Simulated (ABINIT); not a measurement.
Runs of ABINIT 10.8.3 (patched build) on TiAl. Symmetry: P-6m2, No. 187, hexagonal system. The conventional cell has a = 2.867 Å, b = 2.867 Å, c = 4.678 Å, α = 90.00°, β = 90.00°, γ = 120.00°. Around Ti (site symmetry -6m2) lie 6 Al at 2.87 Å and 6 Ti at 2.87 Å. Around Al (site symmetry -6m2) lie 6 Ti at 2.87 Å and 6 Al at 2.87 Å. The cell comes from a database or a generator and needn't be the stable form of this composition.

| level | gap on the mesh (eV) | pressure (GPa) |
| --- | --- | --- |
| r2SCAN | none | -1.1 |
| LDA | none | -5.5 |
| AM05 | none | (b) |
| BLYP | none | 3.3 |
| PBEsol | none | -2.6 |
| SCAN | none | (a) |

Alike in all rows: task band structure; potentials or basis JTH PAW PBE v2.0; no spin polarisation; cell as given; k mesh 11 × 11 × 6; cutoff (eV) 490; smearing fermi-dirac 0.05 eV.

Task: Estimate the missing entries.

Result: (a) -1.2; (b) -2.7.

Caveats: the PAW data sets were made with another functional, which shifts forces and pressure a little.

A gap of «none» marks a metal or a gap under the smearing width.
